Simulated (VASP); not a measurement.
Write the native input for VASP 6.6.1 that does the following.

```yaml
Task: single point
Functional: r2SCAN
Potentials_or_basis: VASP PAW PBE potentials, release 64 (Ta_pv, C)
Cutoff: 520 eV
k_mesh: 15 × 15 × 8
Occupations: gaussian, width 0.1 eV
Spin: no spin polarisation
Dipole_correction: no
Further_INCAR_settings: ALGO = Normal; EDIFF = 1e-06; NBANDS = 20
```

Ta2C:

```
Ta C
1.0
     3.10590    0.00000    0.00000
    -1.55295    2.68979    0.00000
     0.00000    0.00000    4.94640
Ta C
2 1
Direct
  0.33333 0.66667 0.25201
  0.66667 0.33333 0.74799
  0.00000 0.00000 0.00000
```

One way to write it, as run:

POSCAR

```
Ta2C
1.0
    3.1059007354      0.0000000000      0.0000000000
   -1.5529503677      2.6897889385      0.0000000000
    0.0000000000      0.0000000000      4.9464000000
Ta C
2 1
Direct
    0.3333333333      0.6666666667      0.2520100000
    0.6666666667      0.3333333333      0.7479900000
    0.0000000000      0.0000000000      0.0000000000
```

INCAR.step1

```
PREC = Accurate
ENCUT = 520
ISMEAR = 0
SIGMA = 0.1
LREAL = F
LASPH = T
NELM = 100
NBANDS = 20
GGA = PE
ALGO = Normal
EDIFF = 1E-4
LWAVE = T
LCHARG = F
```

INCAR.step2

```
PREC = Accurate
ENCUT = 520
EDIFF = 1E-6
ISMEAR = 0
SIGMA = 0.1
LREAL = F
LASPH = T
NELM = 100
ALGO = Normal
ISIF = 2
LWAVE = F
LCHARG = F
METAGGA = R2SCAN
LMIXTAU = T
NBANDS = 20
ISTART = 1
```

KPOINTS

```
regular mesh
0
Gamma
  15 15 8
```

Potentials or basis: VASP PAW PBE potentials, release 64 (Ta_pv, C).

Command:

```console
$ cat potpaw_PBE.64/Ta_pv/POTCAR potpaw_PBE.64/C/POTCAR > POTCAR
$ cp INCAR.step1 INCAR
$ mpirun -np 1 vasp_std > vasp.out
$ cp INCAR.step2 INCAR
$ mpirun -np 1 vasp_std > vasp.out
```

It gave:

```json
{
 "Pressure": "1.9 GPa",
 "Largest force": "0.313 eV/Å",
 "Band gap on the k mesh": "none (metal or under the smearing width)"
}
```

Caveat: the PAW data sets were made with another functional, which shifts forces and pressure a little.

Wall time 5 min on 1 thread of Intel(R) Xeon(R) Platinum 8488C (Sapphire Rapids), on a shared host, peak memory 0.27 GiB.
